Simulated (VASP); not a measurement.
Input of a VASP 6.6.1 run:

The input run.py:

```python
from ase.calculators.vasp import Vasp
from ase.dft.bandgap import bandgap
from ase.io import read

atoms = read('POSCAR')
calc = Vasp(
    directory='calc',
    xc='rpbe',
    pp='PBE',
    setups='recommended',
    prec='Accurate',
    encut=520,
    ediff=1e-06,
    ismear=0,
    sigma=0.1,
    lreal=False,
    lasph=True,
    nelm=100,
    algo='Normal',
    isif=2,
    lwave=False,
    lcharg=False,
    kpts=[12, 12, 12],
    gamma=True,
)
atoms.calc = calc

print('energy (eV):', atoms.get_potential_energy())
print('free energy (eV):', atoms.get_potential_energy(force_consistent=True))
print('forces (eV/A):')
print(atoms.get_forces())
print('stress (eV/A^3, Voigt):', atoms.get_stress())
print('Fermi level (eV):', calc.get_fermi_level())
gap, top, bottom = bandgap(calc)
print('band gap (eV):', gap, 'from (spin, k, band)', top, 'to', bottom)
```

Contents of POSCAR:

```
BN
1.0
    1.2511217832      0.7223354983      3.3729344033
   -1.2511217832      0.7223354983      3.3729344033
    0.0000000000     -1.4446709966      3.3729344033
N B
1 1
Direct
    0.6672382000      0.6672382000      0.6672382000
    0.0003288000      0.0003288000      0.0003288000
```

Potentials or basis: VASP PAW PBE potentials, release 64 (N, B).

Launch:

```console
$ python run.py
```

Problem. Estimate the pressure.

Solution. 7.5 GPa.

Problem. Predict the largest force.

Solution. 0.003 eV/Å.

Problem. Predict the band gap on the k mesh.

Solution. 4.39 eV, indirect (least direct gap 4.77 eV).

Stress tensor (GPa, compression positive):
```
9.07 0.00 0.00
0.00 9.07 0.00
0.00 0.00 4.24
```

Caveat: the PAW data sets were made with another functional, which shifts forces and pressure a little. A k mesh can miss the band edges.
